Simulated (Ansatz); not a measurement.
## Notes on GaAgS2

```
CELL_PARAMETERS angstrom
0.00000 5.79096 0.00000
5.79096 0.00000 0.00000
2.89548 2.89548 -5.25884
ATOMIC_POSITIONS crystal
Ag 0.00000 0.00000 0.00000
Ag 0.75000 0.25000 0.50000
Ga 0.50000 0.50000 0.00000
Ga 0.25000 0.75000 0.50000
S 0.37500 0.41330 0.75000
S 0.58670 0.12500 0.25000
S 0.87500 0.83670 0.75000
S 0.16330 0.62500 0.25000
```

Method: r2SCAN, no spin polarisation; PAW, plane waves to 500 eV, 5×5×5 Γ-centred mesh, fermi-dirac occupations (width 0.0109 eV) (Ansatz 0.2.0), atoms fixed.

Task: Give the Bader charges.

Result: Bader charges in e: Ga +1.32, Ag +0.45, S -0.88. In the mean Ga gives up most and S takes most.

Task: What is the band gap?

Result: The gap is 1.44 eV, direct at the points sampled. A semilocal functional usually gives too small a gap.

Task: Which orbitals make up the band edges?

Result: Within 0.7 eV of the edges, the states project mainly on S p (62 %) and Ag d (32 %) below the gap and on Ga s (27 %), Ag s (27 %) and S s (25 %) above it.

Task: Describe some of the short contacts.

Result: Ga–S at 2.31 Å: least valence density 0.55 e/Å³ and ELF 0.49 there. Ag–S at 2.57 Å: least valence density 0.37 e/Å³ and ELF 0.24 there. Both are smooth PAW fields, read partly inside the augmentation spheres.

Origin: a known structure type with other elements, at an estimated volume, so it need not be a known compound.
